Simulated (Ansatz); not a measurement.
ZnTe:
```
ZnTe
1.0
    0.00000     2.99732     2.99732
    2.99732     0.00000     2.99732
    2.99732     2.99732     0.00000
Te Zn
1 1
Direct
  0.75000   0.75000   0.75000
  0.00000   0.00000   0.00000
```

Cartesian axes are those of the cell as given.

Question: Give the proper piezoelectric stress tensor with relaxed ions from DFT-LDA in the program Ansatz with PAW potentials.

Answer: In C/m², rows x, y, z, Voigt columns; mesh uncertainty up to 0.01.
```
0.00  0.00  0.00  0.07  0.00  0.00
0.00  0.00  0.00  0.00  0.07  0.00
0.00  0.00  0.00  0.00  0.00  0.07
```

The elastic tensor of the same run (GPa):

```
78.1  44.2  44.2   0.0   0.0   0.0
44.2  78.1  44.2   0.0   0.0   0.0
44.2  44.2  78.1   0.0   0.0   0.0
 0.0   0.0   0.0  35.2   0.0   0.0
 0.0   0.0   0.0   0.0  35.2   0.0
 0.0   0.0   0.0   0.0   0.0  35.2
```

Question: Convert to strain constants d = e·S.

Answer: In pC/N:
```
0.0  0.0  0.0  1.9  0.0  0.0
0.0  0.0  0.0  0.0  1.9  0.0
0.0  0.0  0.0  0.0  0.0  1.9
```

Space group F-43m (zinc blende). The LDA relaxation kept the symmetry of its start; of distortions, only those at the zone centre were tested. Spin–orbit coupling is left out wherever it is not named.

Potentials: the later of the program's two PAW sets.
